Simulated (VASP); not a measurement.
# Ag in VASP: work function with PBE

Aim: the work function of Ag with PBE.

Program: VASP 6.6.1. These are calculated values, not measurements. Logs are shortened: lines on timing, memory, paths and dates and some standing lists are left out, and cuts for length are marked.

## 1. The structure

The cell holds a slab with vacuum, 6 atoms: a = 2.923 Å, b = 2.923 Å, c = 35.377 Å, α = 90.00°, β = 90.00°, γ = 120.00°.

The cell was built by a generator and needn't be a form met in nature.

## 2. Work function, PBE

Input file INCAR:

```
  ALGO = Fast
  DIPOL = 0.5 0.5 0.500
  EDIFF = 1E-6
  ENCUT = 520
  GGA = PE
  IDIPOL = 3
  ISIF = 2
  ISMEAR = 1
  KPAR = 2
  LASPH = T
  LCHARG = T
  LDIPOL = T
  LREAL = F
  LVACPOTAV = T
  LVHAR = T
  LWAVE = F
  NELM = 60
  PREC = Accurate
  SIGMA = 0.1
```

Input file KPOINTS:

```
k-points
0
Gamma
  13 13 1
```

Input file POSCAR:

```
Ag                                      
1.0
    1.4613884900      2.5311991400      0.0000000000
   -2.9227769700      0.0000000000      0.0000000000
    0.0000000000      0.0000000000     35.3773575300
  Ag            
     6
Direct
     0.0000000000000000    0.0000000000000000    0.3311541733591549
     0.6666669999999968    0.3333330000000032    0.3982879262503313
     0.3333330000000032    0.6666669999999968    0.4659626508567046
     0.0000000000000000    0.0000000000000000    0.5340373491432953
     0.6666669999999968    0.3333330000000032    0.6017120737496691
     0.3333330000000032    0.6666669999999968    0.6688458266408452
```

Potentials or basis: VASP PAW PBE potentials, release 64 (Ag).

Started as:

```
$ cat potpaw_PBE.64/Ag/POTCAR > POTCAR
$ mpirun -np 2 vasp_std > vasp.out
```

OUTCAR:

```text
EDIFF = 1E-6
   ENCUT = 520
   GGA = PE
   ISIF = 2
   ISMEAR = 1
   LASPH = T
   LREAL = F
   NELM = 60
   PREC = Accurate

 ion  position               nearest neighbor table
   1  0.000  0.000  0.331-   2 2.91   2 2.91   2 2.91
   2  0.667  0.333  0.398-   1 2.91   1 2.91   1 2.91   3 2.93   3 2.93   3 2.93
   3  0.333  0.667  0.466-   2 2.93   2 2.93   2 2.93   4 2.94   4 2.94   4 2.94
   4  0.000  0.000  0.534-   5 2.93   5 2.93   5 2.93   3 2.94   3 2.94   3 2.94
   5  0.667  0.333  0.602-   6 2.91   6 2.91   6 2.91   4 2.93   4 2.93   4 2.93
   6  0.333  0.667  0.669-   5 2.91   5 2.91   5 2.91

  LATTYP: Found a hexagonal cell.
 ALAT       =     2.9227770023
 C/A-ratio  =    12.1040221346

  Lattice vectors:

 A1 = (   1.4613884900,   2.5311991400,   0.0000000000)
 A2 = (  -2.9227769700,   0.0000000000,   0.0000000000)
 A3 = (   0.0000000000,   0.0000000000,  35.3773575300)

Analysis of symmetry for initial positions (statically):
=====================================================================
 Subroutine PRICEL returns:
 Original cell was already a primitive cell.

 Routine SETGRP: Setting up the symmetry group for a
 hexagonal supercell.

 Subroutine GETGRP returns: Found 12 space group operations
 (whereof  6 operations were pure point group operations)
 out of a pool of 24 trial point group operations.

The static configuration has the point symmetry C_3v.
 The point group associated with its full space group is D_3d.

Analysis of symmetry for dynamics (positions and initial velocities):
=====================================================================
 Subroutine PRICEL returns:
 Original cell was already a primitive cell.

 Routine SETGRP: Setting up the symmetry group for a
 hexagonal supercell.

 Subroutine GETGRP returns: Found 12 space group operations
 (whereof  6 operations were pure point group operations)
 out of a pool of 24 trial point group operations.

The dynamic configuration has the point symmetry C_3v.
 The point group associated with its full space group is D_3d.

 Subroutine INISYM returns: Found 12 space group operations
 (whereof  6 operations are pure point group operations),
 and found     1 'primitive' translations

----------------------------------------------------------------------------------------

                                     Primitive cell

  volume of cell :     261.7263
[... 101 lines left out ...]
   POTIM  = 0.5000    time-step for ionic-motion
   TEBEG  =    0.0;   TEEND  =   0.0 temperature during run
   PSTRESS=    0.0 pullay stress
   NELECT =      66.0000    total number of electrons
   NUPDOWN=      -1.0000    fix difference up-down
   EMIN   =  10.00;   EMAX   =-10.00  energy-range for DOS
   EFERMI =   0.00;   METHOD = LEGACY
   ISMEAR =     1;   SIGMA  =   0.10  broadening in eV -4-tet -1-fermi 0-gaus
   EFERMI_NEDOS =   21; number of points for ismear=-14 and -15
   IALGO  =     68    algorithm
   IMIX   =      4    mixing-type and parameters
     AMIX     =   0.40;   BMIX     =  1.00
     AMIX_MAG =   1.60;   BMIX_MAG =  1.00
  volume/ion in A,a.u.               =      43.62       294.37
  Fermi-wavevector in a.u.,A,eV,Ry     =   1.034285  1.954516 14.554779  1.069746
  Thomas-Fermi vector in A             =   2.168573
   LORBIT       =      0    0 simple, 1 ext, 2 COOP (PROOUT), +10 PAW based schemes
   GGA     = PE    functional components
   LHFCALC =     F    Hartree Fock is set to
   AEXX    =    0.0000 exact exchange contribution
   IVDW    =     0    specifies the selected vdW correction
   LEPSILON=     F    determine dielectric tensor
   LRPA    =     F    only Hartree local field effects (RPA)
 non-spin polarized calculation
 RMM-DIIS sequential band-by-band and
 Methfessel and Paxton  Order N= 1 SIGMA  =   0.10
  energy-cutoff  :      520.00
  volume of cell :      261.73
 maximum number of plane-waves:      7177
 NGX is ok and might be reduce to    24
   NGX = 11   NGY = 11   NGZ =131

 dipolmoment           0.000000      0.000000     -0.000000 electrons x Angstroem

 number of electron      66.0000020 magnetization

 dipolmoment           0.000000      0.000000      0.000000 electrons x Angstroem

 Free energy of the ion-electron system (eV)
  ---------------------------------------------------
  ext. energy  EPLUGINS =         0.00000000
  ---------------------------------------------------
  free energy    TOTEN  =       -15.63258193 eV

  energy without entropy =      -15.63284295  energy(sigma->0) =      -15.63266894

 E-fermi :   0.6357     XC(G=0):  -5.3358

 val. band max:        0.6154423133   @ k =   0.1538   0.1538   0.0000
 cond. band min:       0.7082786816   @ k =   0.3846   0.0000   0.0000
 fundamental gap:      0.0928363683
 Fermi energy:         0.6357471272

 k-point     1 :       0.0000    0.0000    0.0000
  band No.  band energies     occupation
      1      -6.7575      2.00000
      2      -6.2564      2.00000
      3      -5.6690      2.00000
      4      -5.5836      2.00000
      5      -5.3338      2.00000
      6      -5.2815      2.00000
[... 871 lines left out ...]
     38       5.1456      0.00000
     39       5.5730      0.00000

------------------------ aborting loop because EDIFF is reached ----------------------------------------

  FORCE on cell =-STRESS in cart. coord.  units (eV):
  Direction    XX          YY          ZZ          XY          YZ          ZX
  --------------------------------------------------------------------------------------
  -------------------------------------------------------------------------------------
  Total       -0.4844712     -0.4844712     -0.0095337     -0.0000000      0.0000000     -0.0000000
  in kB       -2.9657270     -2.9657271     -0.0583613     -0.0000000      0.0000000     -0.0000000
  external PRESSURE =      -1.9966051 kB  Pullay stress =       0.0000000 kB

 VOLUME and BASIS-vectors are now :
 -----------------------------------------------------------------------------
  energy-cutoff  :      520.00
  volume of cell :      261.73
      direct lattice vectors                 reciprocal lattice vectors
     1.461388490  2.531199140  0.000000000     0.000000000  0.395069666  0.000000000
    -2.922776970  0.000000000  0.000000000    -0.342140372  0.197534834  0.000000000
     0.000000000  0.000000000 35.377357530     0.000000000  0.000000000  0.028266667

 POSITION                                       TOTAL-FORCE (eV/Angst)
 -----------------------------------------------------------------------------------
      0.00000      0.00000     11.71536         0.000000      0.000000     -0.003251
      0.00000      1.68747     14.09037        -0.000000     -0.000000     -0.006253
     -1.46139      0.84373     16.48453        -0.000000      0.000000      0.019205
      0.00000      0.00000     18.89283         0.000000      0.000000     -0.019205
      0.00000      1.68747     21.28698         0.000000      0.000000      0.006253
     -1.46139      0.84373     23.66200        -0.000000     -0.000000      0.003251
 -----------------------------------------------------------------------------------
    total drift:                                0.000014      0.000008     -0.000080

  FREE ENERGIE OF THE ION-ELECTRON SYSTEM (eV)
  ---------------------------------------------------
  free  energy   TOTEN  =       -15.6325819324 eV

  energy  without entropy=      -15.6328429481  energy(sigma->0) =      -15.63266894

 vacuum level on the upper side and lower side of the slab         5.038         5.038
```

stdout:

```text
POSCAR found type information on POSCAR Ag
 POSCAR found :  1 types and       6 ions
 scaLAPACK will be used
 LDA part: xc-table for (Slater+PW92), standard interpolation
 POSCAR, INCAR and KPOINTS ok, starting setup
 FFT: planning ... GRIDC
 FFT: planning ... GRID_SOFT
 FFT: planning ... GRID
 WAVECAR not read
 entering main loop
 -----------------------------------------------------------------------------
|                                                                             |
|           W    W    AA    RRRRR   N    N  II  N    N   GGGG   !!!           |
|           W    W   A  A   R    R  NN   N  II  NN   N  G    G  !!!           |
|           W    W  A    A  R    R  N N  N  II  N N  N  G       !!!           |
|           W WW W  AAAAAA  RRRRR   N  N N  II  N  N N  G  GGG   !            |
|           WW  WW  A    A  R   R   N   NN  II  N   NN  G    G                |
|           W    W  A    A  R    R  N    N  II  N    N   GGGG   !!!           |
|                                                                             |
|     Did not find any points to average over, which means that no vacuum     |
|     field-free region was found. Please increase the size of  your cell     |
|     in the dimension of the dipole correction to obtain accurate            |
|     workfunction values.                                                    |
|                                                                             |
 -----------------------------------------------------------------------------
```

It took 2.6 min on 2 MPI ranks of Intel Xeon 6975P-C (Granite Rapids), shared host; peak memory 0.45 GiB.

What came out:

| Item | Value |
| --- | --- |
| Free energy | -15.6326 eV |
| Largest force | 0.019 eV/Å |
| Band gap on the k mesh | none (metal or under the smearing width) |
| Work function of the upper face | 4.40 eV |
| Work function of the lower face | 4.40 eV |

Forces on the atoms (eV/Å):
```
Ag   0.000  0.000 -0.003
Ag   0.000  0.000 -0.006
Ag   0.000  0.000  0.019
Ag   0.000  0.000 -0.019
Ag   0.000  0.000  0.006
Ag   0.000  0.000  0.003
```

Levels at points of the mesh, in eV from the Fermi level:
```
           k point  band 32  band 33  band 34  band 35  band 36  band 37
(0.00, 0.00, 0.00)    -3.13    -3.05    -3.05    -2.30    -0.50     0.15
```
